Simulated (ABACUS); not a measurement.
# W2C (P-3m1) in ABACUS: a series of runs

The runs below take W2C through equation of state, with PBE.

Everything below comes from runs of ABACUS 3.10.1. Logs are shortened: lines on timing, memory, paths and dates and some standing lists are left out, and cuts for length are marked.

### Step 1. Starting point

The structure is trigonal, space group P-3m1 (No. 164). The conventional cell has a = 3.070 Å, b = 3.070 Å, c = 4.678 Å, α = 90.00°, β = 90.00°, γ = 120.00°. W (site symmetry 3m) has 3 C at 2.13 Å as nearest neighbours. C (site symmetry -3m) is surrounded by 6 W at 2.13 Å.

The cell comes from a database or a generator and needn't be the stable form of this composition.

### Step 2. Equation of state, PBE, 11.97 Å³/atom (volume scaled by 0.94)

Input file INPUT:

```
INPUT_PARAMETERS
suffix              W2C
calculation         scf
basis_type          lcao
pseudo_dir          ./
orbital_dir         ./
symmetry            1
dft_functional      pbe
ecutwfc             100
pseudo_rcut         10
nspin               1
nbands              20
ks_solver           genelpa
smearing_method     fd
smearing_sigma      0.00367493
scf_thr             1e-07
scf_nmax            100
mixing_type         broyden
mixing_beta         0.7
cal_force           1
cal_stress          1
out_mul             1
```

Input file STRU:

```
ATOMIC_SPECIES
W 183.8400 W.upf
C 12.0110 C.upf

NUMERICAL_ORBITAL
W_confined-atom_7au_2s1p1d.orb
C_confined-atom_6au_1s1p.orb

LATTICE_CONSTANT
1.8897261246

LATTICE_VECTORS
3.0073740640 0.0000000000 0.0000000000
-1.5036870320 2.6044623381 0.0000000000
0.0000000000 0.0000000000 4.5829230794

ATOMIC_POSITIONS
Direct

W
0.0
2
0.6666666667 0.3333333333 0.2536690000 1 1 1
0.3333333333 0.6666666667 0.7463310000 1 1 1

C
0.0
1
0.0000000000 0.0000000000 0.0000000000 1 1 1
```

Input file KPT:

```
K_POINTS
0
Gamma
10 10 6 0 0 0
```

Potentials or basis: PseudoDojo NC SR 0.4.1 PBE standard, SZ LCAO (the cutoffs set its grid).

On the command line:

```sh
> OMP_NUM_THREADS=1 mpirun -np 4 abacus > log
```

running log:

```text
ABACUS v3.10.1

               Atomic-orbital Based Ab-initio Computation at UStc

 ------------------------------------------------------------------------------------

 READING GENERAL INFORMATION
                           global_out_dir = OUT.W2C/
                           global_in_card = INPUT
                               pseudo_dir = ./
                              orbital_dir = ./
                                    DSIZE = 4
                                    GSIZE = 1

 READING UNITCELL INFORMATION
                                    ntype = 2
                  lattice constant (Bohr) = 1.88973
              lattice constant (Angstrom) = 1

 READING ATOM TYPE 1
                               atom label = W
                      L=0, number of zeta = 2
                      L=1, number of zeta = 1
                      L=2, number of zeta = 1
             number of atom for this type = 2

 READING ATOM TYPE 2
                               atom label = C
                      L=0, number of zeta = 1
                      L=1, number of zeta = 1
             number of atom for this type = 1

                        TOTAL ATOM NUMBER = 3
DIRECT COORDINATES
    atom                   x                   y                   z     mag                  vx                  vy                  vz
taud_W1            0.6666666667        0.3333333333        0.2536690000  0.0000        0.0000000000        0.0000000000        0.0000000000
taud_W2            0.3333333333        0.6666666667        0.7463310000  0.0000        0.0000000000        0.0000000000        0.0000000000
taud_C1            0.0000000000        0.0000000000        0.0000000000  0.0000        0.0000000000        0.0000000000        0.0000000000

                          Volume (Bohr^3) = 242.239
                             Volume (A^3) = 35.8961

 Lattice vectors: (Cartesian coordinate: in unit of a_0)
             +3.00737                  +0                  +0
             -1.50369            +2.60446                  +0
                   +0                  +0            +4.58292
 Reciprocal vectors: (Cartesian coordinate: in unit of 2 pi/a_0)
            +0.332516           +0.191978                  -0
                   -0           +0.383956                  -0
                   +0                  -0           +0.218201
 The esolver type has been set to : ksdft_lcao

                PAO radial cut off (Bohr) = 10

 Read in pseudopotential file is W.upf
                     pseudopotential type = NC
          exchange-correlation functional = PBE
[... 207 lines left out ...]
 -------------------------------------------

 SETUP SEARCHING RADIUS FOR PROGRAM TO SEARCH ADJACENT ATOMS
                  longest orb rcut (Bohr) = 7
   longest nonlocal projector rcut (Bohr) = 2.06
                     search radius (Bohr) = 18.1
              searching radius is (Bohr)) = 18.1
         searching radius unit is (Bohr)) = 1.89
                         PeriodicBoundary = 1
                        Radius(unit:lat0) = 9.59
                                   glayer = [ 5, 5, 4 ]
                             glayer_minus = [ 4, 4, 3 ]

Find the coordinate range of the input atom(unit:lat0).
                                  min_tau = [ -18, -10.4, -13.7 ]
                                  max_tau = [ 19.5, 12.2, 17.2 ]
                                BoxNumber = [ 9, 9, 7 ]

 SETUP EXTENDED REAL SPACE GRID FOR GRID INTEGRATION
                          real space grid = [ 40, 40, 60 ]
                 big cell numbers in grid = [ 8, 8, 20 ]
             meshcell numbers in big cell = [ 5, 5, 3 ]
                        extended fft grid = [ 12, 12, 17 ]
                dimension of extened grid = [ 33, 33, 55 ]
                            UnitCellTotal = 75
              Atom number in sub-FFT-grid = 3
    Local orbitals number in sub-FFT-grid = 24
                                ParaV.nnr = 7846
                                 init_chg = atomic

 LCAO ALGORITHM --------------- ION=   1  ELEC=   1--------------------------------

 Density error is 0.0696070480968
----------------------------------------------------------
     Energy           Rydberg                 eV
----------------------------------------------------------
 E_KohnSham     -314.9235596225      -4284.7548453089
 E_Harris       -315.4342841930      -4291.7036095758
 E_Fermi        1.7364460492         23.6255605391
----------------------------------------------------------
[... 80 lines left out ...]
 Density error is 7.49371308691e-09
----------------------------------------------------------
     Energy           Rydberg                 eV
----------------------------------------------------------
 E_KohnSham     -315.1233185370      -4287.4727047725
 E_KS(sigma->0) -315.1228151090      -4287.4658552834
 E_Harris       -315.1233186293      -4287.4727060280
 E_band         -7.3173163435        -99.5571963400
 E_one_elec     -28.4483236845       -387.0593006576
 E_Hartree      36.1599244764        491.9810121280
 E_xc           -71.2675189813       -969.6443404682
 E_Ewald        -251.5663934916      -3422.7363767965
 E_entropy(-TS) -0.0010068560        -0.0136989782
 E_descf        0.0000000000         0.0000000000
 E_exx          0.0000000000         0.0000000000
 E_Fermi        1.7395325609         23.6675546842
----------------------------------------------------------

 charge density convergence is achieved
 final etot is -4287.4727048 eV
 EFERMI = 23.667554684 eV

 STATE ENERGY(eV) AND OCCUPATIONS    NSPIN == 1
 1/72 kpoint (Cartesian) = 0.0000 0.0000 0.0000 (1026 pws)
       1       -50.5735     0.00333333
       2       -50.4658     0.00333333
       3       -15.6547     0.00333333
       4       -14.8436     0.00333333
       5       -14.8436     0.00333333
       6       -14.6818     0.00333333
[... 122 lines left out ...]
      19        27.1573    4.88137e-33
      20        27.3189    1.92482e-34

[... levels at 66 further k points ...]

 correction force for each atom along direction 1 is -5.32886e-17
 correction force for each atom along direction 2 is -1.16468e-14
 correction force for each atom along direction 3 is 2.02446e-14
------------------------------------------------------------------------------------------
 TOTAL-FORCE (eV/Angstrom)
------------------------------------------------------------------------------------------
                        W1         0.0000000000         0.0000000000         2.6469021714
                        W2         0.0000000000         0.0000000000        -2.6469021714
                        C1         0.0000000000         0.0000000000         0.0000000000
------------------------------------------------------------------------------------------

----------------------------------------------------------------
 TOTAL-STRESS (KBAR)
----------------------------------------------------------------
       266.3616916865         0.0000000000        -0.0000000000
         0.0000000000       266.3616916878         0.0000000000
         0.0000000000        -0.0000000000       267.2133167588
----------------------------------------------------------------
 TOTAL-PRESSURE: 266.645567 KBAR

 --------------------------------------------
 !FINAL_ETOT_IS -4287.4727047724809381 eV
 --------------------------------------------
```

Wall time 3.5 s (4 MPI ranks of AMD EPYC 7B13 (Zen 3), shared host); peak memory 0.4 GiB.

These settings aren't checked as converged: the numbers below hold their error.

Results:

```yaml
Free_energy: -4287.4727 eV
Pressure: 26.7 GPa
Largest_force: 2.647 eV/Å
Band_gap_on_the_k_mesh: none (metal or under the smearing width)
Mulliken_charges: W +0.39; C -0.79 e
```

Caveat: the atomic orbitals were generated for these runs and aren't a published set; Mulliken charges move with the basis; the basis of atomic orbitals isn't converged, which shifts pressures, moduli and gaps; forces of over 1 eV/Å show positions far from the minimum, so gaps and moduli don't describe the material at rest.

### Step 3. Equation of state, PBE, 12.22 Å³/atom (volume scaled by 0.96)

INPUT is that of step 2.

Edit STRU of step 2 so:

```diff
@@ -12,5 +12,5 @@
 LATTICE_VECTORS
-3.0073740640 0.0000000000 0.0000000000
--1.5036870320 2.6044623381 0.0000000000
-0.0000000000 0.0000000000 4.5829230794
+3.0285534524 0.0000000000 0.0000000000
+-1.5142767262 2.6228042265 0.0000000000
+0.0000000000 0.0000000000 4.6151982490
```

KPT is that of step 2.

Potentials or basis: PseudoDojo NC SR 0.4.1 PBE standard, SZ LCAO (the cutoffs set its grid).

On the command line:

```sh
> OMP_NUM_THREADS=1 mpirun -np 4 abacus > log
```

Run time: 3.3 s. Hardware: 4 MPI ranks of AMD EPYC 7B13 (Zen 3), shared host; peak memory 0.4 GiB.

The run converged, but some of its settings lie outside the range that counts as converged, so its numbers aren't taken as properties of the crystal.

What came out:

| Quantity | Value |
| --- | --- |
| Free energy | -4287.5764 eV |
| Pressure | 17.1 GPa |
| Largest force | 2.356 eV/Å |
| Band gap on the k mesh | none (metal or under the smearing width) |
| Mulliken charges | W +0.39; C -0.79 e |

Caveat: the atomic orbitals were generated for these runs and aren't a published set; Mulliken charges move with the basis; the basis of atomic orbitals isn't converged, which shifts pressures, moduli and gaps; forces of over 1 eV/Å show positions far from the minimum, so gaps and moduli don't describe the material at rest.

### Step 4. Equation of state, PBE, 12.47 Å³/atom (volume scaled by 0.98)

INPUT is that of step 3.

Edit STRU of step 3 so:

```diff
@@ -12,5 +12,5 @@
 LATTICE_VECTORS
-3.0285534524 0.0000000000 0.0000000000
--1.5142767262 2.6228042265 0.0000000000
-0.0000000000 0.0000000000 4.6151982490
+3.0494406880 0.0000000000 0.0000000000
+-1.5247203440 2.6408931031 0.0000000000
+0.0000000000 0.0000000000 4.6470282083
```

KPT is that of step 3.

On the command line:

```sh
> OMP_NUM_THREADS=1 mpirun -np 4 abacus > log
```

Wall time 3.1 s (4 MPI ranks of AMD EPYC 7B13 (Zen 3), shared host); peak memory 0.4 GiB.

The run converged, but some of its settings lie outside the range that counts as converged, so its numbers aren't taken as properties of the crystal.

What came out:

| Property | Result |
| --- | --- |
| Free energy | -4287.6368 eV |
| Pressure | 8.4 GPa |
| Largest force | 2.086 eV/Å |
| Band gap on the k mesh | none (metal or under the smearing width) |
| Mulliken charges | W +0.39; C -0.78 e |

Caveat: the atomic orbitals were generated for these runs and aren't a published set; Mulliken charges move with the basis; the basis of atomic orbitals isn't converged, which shifts pressures, moduli and gaps; forces of over 1 eV/Å show positions far from the minimum, so gaps and moduli don't describe the material at rest.

### Step 5. Equation of state, PBE, 12.73 Å³/atom

INPUT is that of step 4.

Edit STRU of step 4 so:

```diff
@@ -12,5 +12,5 @@
 LATTICE_VECTORS
-3.0494406880 0.0000000000 0.0000000000
--1.5247203440 2.6408931031 0.0000000000
-0.0000000000 0.0000000000 4.6470282083
+3.0700456420 0.0000000000 0.0000000000
+-1.5350228210 2.6587375167 0.0000000000
+0.0000000000 0.0000000000 4.6784280000
```

KPT is that of step 4.

On the command line:

```sh
> OMP_NUM_THREADS=1 mpirun -np 4 abacus > log
```

Run time: 3.1 s. Hardware: 4 MPI ranks of AMD EPYC 7B13 (Zen 3), shared host; peak memory 0.4 GiB.

These settings aren't checked as converged: the numbers below hold their error.

What came out:

```yaml
Free_energy: -4287.6583 eV
Pressure: 0.7 GPa
Largest_force: 1.834 eV/Å
Band_gap_on_the_k_mesh: none (metal or under the smearing width)
Mulliken_charges: W +0.39; C -0.78 e
```

Caveat: the atomic orbitals were generated for these runs and aren't a published set; Mulliken charges move with the basis; the basis of atomic orbitals isn't converged, which shifts pressures, moduli and gaps; forces of over 1 eV/Å show positions far from the minimum, so gaps and moduli don't describe the material at rest.

### Step 6. Equation of state, PBE, 12.98 Å³/atom (volume scaled by 1.02)

INPUT is that of step 5.

Edit STRU of step 5 so:

```diff
@@ -12,5 +12,5 @@
 LATTICE_VECTORS
-3.0700456420 0.0000000000 0.0000000000
--1.5350228210 2.6587375167 0.0000000000
-0.0000000000 0.0000000000 4.6784280000
+3.0903776626 0.0000000000 0.0000000000
+-1.5451888313 2.6763455631 0.0000000000
+0.0000000000 0.0000000000 4.7094118698
```

KPT is that of step 5.

Potentials or basis: PseudoDojo NC SR 0.4.1 PBE standard, SZ LCAO (the cutoffs set its grid).

On the command line:

```sh
> OMP_NUM_THREADS=1 mpirun -np 4 abacus > log
```

Run time: 3.5 s. Hardware: 4 MPI ranks of AMD EPYC 7B13 (Zen 3), shared host; peak memory 0.4 GiB.

The run converged, but some of its settings lie outside the range that counts as converged, so its numbers aren't taken as properties of the crystal.

What came out:

```yaml
Free_energy: -4287.6448 eV
Pressure: -6.2 GPa
Largest_force: 1.599 eV/Å
Band_gap_on_the_k_mesh: none (metal or under the smearing width)
Mulliken_charges: W +0.39; C -0.77 e
```

Caveat: the atomic orbitals were generated for these runs and aren't a published set; Mulliken charges move with the basis; the basis of atomic orbitals isn't converged, which shifts pressures, moduli and gaps; forces of over 1 eV/Å show positions far from the minimum, so gaps and moduli don't describe the material at rest.

### Step 7. Equation of state, PBE, 13.24 Å³/atom (volume scaled by 1.04)

INPUT is that of step 6.

Edit STRU of step 6 so:

```diff
@@ -12,5 +12,5 @@
 LATTICE_VECTORS
-3.0903776626 0.0000000000 0.0000000000
--1.5451888313 2.6763455631 0.0000000000
-0.0000000000 0.0000000000 4.7094118698
+3.1104456123 0.0000000000 0.0000000000
+-1.5552228062 2.6937249173 0.0000000000
+0.0000000000 0.0000000000 4.7399933233
```

KPT is that of step 6.

On the command line:

```sh
> OMP_NUM_THREADS=1 mpirun -np 4 abacus > log
```

Run time: 3.3 s. Hardware: 4 MPI ranks of AMD EPYC 7B13 (Zen 3), shared host; peak memory 0.4 GiB.

These settings aren't checked as converged: the numbers below hold their error.

What came out:

```
Free energy            : -4287.6001 eV
Pressure               : -12.4 GPa
Largest force          : 1.380 eV/Å
Band gap on the k mesh : none (metal or under the smearing width)
Mulliken charges       : W +0.39; C -0.77 e
```

Caveat: the atomic orbitals were generated for these runs and aren't a published set; Mulliken charges move with the basis; the basis of atomic orbitals isn't converged, which shifts pressures, moduli and gaps; forces of over 1 eV/Å show positions far from the minimum, so gaps and moduli don't describe the material at rest.

### Step 8. Equation of state, PBE, 13.49 Å³/atom (volume scaled by 1.06)

INPUT is that of step 7.

Edit STRU of step 7 so:

```diff
@@ -12,5 +12,5 @@
 LATTICE_VECTORS
-3.1104456123 0.0000000000 0.0000000000
--1.5552228062 2.6937249173 0.0000000000
-0.0000000000 0.0000000000 4.7399933233
+3.1302579020 0.0000000000 0.0000000000
+-1.5651289510 2.7108828635 0.0000000000
+0.0000000000 0.0000000000 4.7701851776
```

KPT is that of step 7.

On the command line:

```sh
> OMP_NUM_THREADS=1 mpirun -np 4 abacus > log
```

It took 3.1 s on 4 MPI ranks of AMD EPYC 7B13 (Zen 3), shared host; peak memory 0.4 GiB.

These settings aren't checked as converged: the numbers below hold their error.

What came out:

```
Free energy            : -4287.5274 eV
Pressure               : -18.0 GPa
Largest force          : 1.176 eV/Å
Band gap on the k mesh : none (metal or under the smearing width)
Mulliken charges       : W +0.38; C -0.77 e
```

Caveat: the atomic orbitals were generated for these runs and aren't a published set; Mulliken charges move with the basis; the basis of atomic orbitals isn't converged, which shifts pressures, moduli and gaps; forces of over 1 eV/Å show positions far from the minimum, so gaps and moduli don't describe the material at rest.

### Step 9. Equation of state, PBE

Potentials or basis: PseudoDojo NC SR 0.4.1 PBE standard, SZ LCAO (the cutoffs set its grid).

This step only gathers the single runs of the series.

These settings aren't checked as converged: the numbers below hold their error.

What came out:

```yaml
Equilibrium_volume: 12.75 Å³/atom
Bulk_modulus_at_fixed_shape_and_positions: 362 GPa
Pressure_derivative_of_the_bulk_modulus: 4.5
```

Caveat: the atomic orbitals were generated for these runs and aren't a published set; the cell was scaled at fixed shape and fractional positions, which overstates the stiffness of a crystal with free parameters, most of all of layers and chains; the basis of atomic orbitals isn't converged, which shifts pressures, moduli and gaps.
